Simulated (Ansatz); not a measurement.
Cu:

```xyz
2
Lattice="1.2185 -3.9764 0.0000 1.2185 3.9764 0.0000 0.0000 0.0000 2.4755" Properties=species:S:1:pos:R:3 pbc="T T T"
Cu    1.2185   -2.9118    1.8566
Cu    1.2185    2.9118    0.6189
```

This isn't the form of Cu at room conditions, which is fcc.

```yaml
Program: Ansatz 0.2.0
Task: single point
Functional: PBEsol
Potentials_or_basis: all-electron LAPW, scalar-relativistic
Cutoff: 329 eV (chosen from the basis error)
Basis_error_allowed: 0.001 eV/atom
k_mesh: 11 × 11 × 11
Occupations: fermi-dirac, width 0.05 eV
Spin: no spin polarisation
```

On this cell: pressure -1.5 GPa; largest force 0.005 eV/Å; band gap on the k mesh none (metal or under the smearing width).

The same run follows on a disturbed copy (atoms moved at random, drawn with an rms of 0.05 Å):

```
Cu
1.0
     1.21846   -3.97638    0.00000
     1.21846    3.97638    0.00000
     0.00000    0.00000    2.47550
Cu
2
Direct
  0.87112 0.13331 0.73992
  0.13504 0.88518 0.24696
```

What changes?

The energy (extrapolated to zero smearing) moves by +17.3 meV/atom; pressure -1.4 GPa; largest force 0.738 eV/Å; band gap on the k mesh none (metal or under the smearing width).

Forces in eV/Å, atoms in the order of the input:
```
Cu   0.005  0.737  0.052
Cu  -0.005 -0.737 -0.052
```

Stress tensor (GPa, compression positive):
```
-3.16 -0.51  0.00
-0.51 -0.25  0.17
 0.00  0.17 -0.77
```
